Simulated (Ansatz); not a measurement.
# TiSi2: biaxial against axial strain

Aim: for TiSi2, strain the cell in the xy plane and along z independently.

Method: DFT PBEsol, scalar-relativistic, plane waves, PAW, in Ansatz 0.2.0.

1 further run of the same task is left out (set aside as unsound or not needed). Runs told in other sessions of the task aren't counted.

### Step 1. Starting point

Symmetry: Fddd, No. 70, orthorhombic system. Conventional cell: a = 4.762 Å, b = 8.182 Å, c = 8.496 Å, α = 90.00°, β = 90.00°, γ = 90.00°. Around Ti (site symmetry 222) lie 10 Si at 2.53 to 2.75 Å. Si (site symmetry 2) has 5 Si at 2.52 to 2.77 Å and 5 Ti at 2.53 to 2.75 Å in its first shell of neighbours.

Structure file:

```cif
data_structure
_symmetry_space_group_name_H-M 'P 1'
_symmetry_Int_Tables_number 1
_cell_length_a 5.8977
_cell_length_b 4.8698
_cell_length_c 4.7334
_cell_angle_alpha 75.764
_cell_angle_beta 53.163
_cell_angle_gamma 51.073
_cell_volume 82.75
loop_
_atom_site_label
_atom_site_type_symbol
_atom_site_fract_x
_atom_site_fract_y
_atom_site_fract_z
_atom_site_occupancy
Ti1 Ti 0.75000 0.75000 0.75000 1
Ti2 Ti 0.50000 0.50000 0.50000 1
Si1 Si 0.08617 0.41383 0.08617 1
Si2 Si 0.41383 0.08617 0.41383 1
Si3 Si 0.16383 0.83617 0.16383 1
Si4 Si 0.83617 0.16383 0.83617 1
```

This cell was relaxed beforehand with the same method: volume 13.79 Å³/atom, gap on the mesh none (metal).

### Step 2. Zero of energy

The reference gives a free energy of -7437.8024 eV, pressure -0.01 GPa, largest force 0.005 eV/Å and gap on the mesh none (metal). It was computed beforehand with the settings of the runs below.

### Step 3. The scan: biaxial against axial strain

The cell is strained by p along both x and y and by q along z, with fractional coordinates fixed.

### Step 4. p = -0.080, q = -0.080

input.yaml reads:

```yaml
crystal:
  lattice:
    - [0.0, 3.7637763917, 3.9082032985]
    - [2.1904077985, 0.0, 3.9082032985]
    - [2.1904077985, 3.7637763917, 0.0]
  atoms:
    - { symbol: Ti, position: [0.75, 0.75, 0.75] }
    - { symbol: Ti, position: [0.5, 0.5, 0.5] }
    - { symbol: Si, position: [0.0861670624, 0.4138329376, 0.0861670624] }
    - { symbol: Si, position: [0.4138329376, 0.0861670624, 0.4138329376] }
    - { symbol: Si, position: [0.1638329376, 0.8361670624, 0.1638329376] }
    - { symbol: Si, position: [0.8361670624, 0.1638329376, 0.8361670624] }
basis:
  ecutwfc: 420
kpoints:
  mp_grid: { grid: [14, 14, 14] }
hamiltonian:
  xc: pbesol
scf:
  occupations: { method: gaussian, width: 0.15 }
output:
  forces: true
  stress: true
  eigenvalues: true
```

Launch:

```
$ ansatz run input.yaml --threads 2 --pin off --max-ram 5120MiB --backend cpu --events-out ev --progress --plain --runs-dir out
```

The session goes on with these runs: point p = -0.080, q = 0.000; point p = -0.080, q = 0.080; p = 0.000, q = -0.080; At p = 0.000, q = 0.080; p = 0.080, q = -0.080; point p = 0.080, q = 0.000; p = 0.080, q = 0.080; p = -0.080, q = -0.040; point p = -0.080, q = 0.040; At p = -0.040, q = -0.080; p = -0.040, q = 0.000; point p = -0.040, q = 0.080.

What does the calculation give? Wanted: highest point; lowest point away from the origin.

**Answer**, as computed:

| quantity | value |
| --- | --- |
| highest point | 500.7 meV/atom at (p, q) = (-0.080, -0.080) |
| lowest point away from the origin | 56.9 meV/atom at (-0.040, 0.000) |

In words: No computed point lies below the origin. At |p| = |q| = 0.080, points where p and q have the same sign cost 398.9 meV/atom on average, those of opposite sign 255.3: stretching in the plane is cheaper with a contraction along z.
